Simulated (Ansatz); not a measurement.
# The polar optical mode of MgO at 5 GPa, worked through

Method: DFT PBEsol, scalar-relativistic, plane waves, PAW (Ansatz). Cutoff 420 eV, 10×10×10 k-points (Γ-centred), fixed occupations. No spin polarisation. Phonons by linear response, acoustic sum rule imposed.

The cell, relaxed at 5 GPa:
```xyz
2
Lattice="0.0000 2.0862 2.0862 2.0862 0.0000 2.0862 2.0862 2.0862 0.0000" Properties=species:S:1:pos:R:3 pbc="T T T"
Mg    0.0000    0.0000    0.0000
O     2.0862    2.0862    2.0862
```

Linear response gives ν_TO = 415.4 cm⁻¹, Born charges ±1.968 e (positive on Mg) and ε∞ = 3.211. The primitive cell holds 18.160 Å³, and the masses are 24.305 and 15.999 amu.

Problem. Find ν_LO and the static dielectric constant.

Solution. The long-wave field adds a restoring force: ω_LO² − ω_TO² = Z*²e²/(ε_vac ε∞ μV). In these units ν_LO² − ν_TO² = 4.92064×10⁷ Z*²/(μ V ε∞) cm⁻², with μ = m₁m₂/(m₁ + m₂) = 9.648 amu: 338640 cm⁻². So ν_LO = √(415.4² + 338640) = 715.0 cm⁻¹, and the run gives 715.0. Lyddane–Sachs–Teller then gives ε0 = ε∞ (ν_LO/ν_TO)² = 9.51, against 9.51 in the run (it forms both from the same three quantities, so the match checks the arithmetic only). Between ν_TO and ν_LO the dielectric function is negative and an undamped crystal reflects fully: a reststrahlen band from 14.0 to 24.1 μm.

Problem. What do the Clausius–Mossotti polarisability and the Szigeti charge come to?

Solution. With the Lorentz local field, α = (3V/4π)(ε∞ − 1)/(ε∞ + 2) = 1.84 Å³ for the pair, and e_S = 3Z*/(ε∞ + 2) = 1.13 e. The Born charge includes the electrons' response to the dipole's own local field, and e_S takes that enhancement out. The Lorentz field assumes point-like polarisable ions, a fair picture at this small ε∞.

Problem. How strongly does a slow electron couple to the LO mode?

Solution. For one isotropic parabolic band, Fröhlich's constant is α_F = (1/ε∞ − 1/ε0) √(m* Ry/ħω_LO), with Ry = 13.606 eV, ħω_LO = 88.6 meV and m* in free-electron masses: α_F = 0.2063 × 12.39 × √m* = 2.56 √m*. The band mass isn't part of this run; for m* = 0.1, 0.3 and 1 it gives 0.81, 1.40, 2.56. In weak coupling the polaron lies α_F ħω_LO below the band edge (124 meV at m* = 0.3) with a mass m*(1 + α_F/6); past α_F of about 5 or 6 that expansion fails. A semilocal functional's ε∞ tends to be too large, which taken alone lowers α_F.

Cost: 1 run of about 0.11 core-minutes, on Intel Xeon Platinum 8488C (Sapphire Rapids) (shared hosts).

The wide separation of the TO and LO modes is that of a strongly ionic crystal: large dynamical charges on light ions in a small cell, with only weak electronic screening of the long-range field. Lattice displacement therefore supplies most of the static dielectric constant, 9.51 against an electronic part of 3.211.

The Born charge of 1.968 e lies close to the formal ionic value, but that doesn't make the ions rigid. In the Lorentz picture, rigid-charge ions with the formal charge would show a clearly larger Born charge, so the Szigeti value of 1.13 e suggests that short-range overlap deforms the oxygen shell and offsets much of the local-field enhancement. It isn't a measure of static charge transfer.

The conduction-band edge of MgO is s-like and dispersive, so an excess electron probably forms a large, mobile polaron at weak to intermediate coupling. The estimate doesn't carry over to holes, whose heavier, degenerate O 2p bands break the single-band assumption and favour localisation.
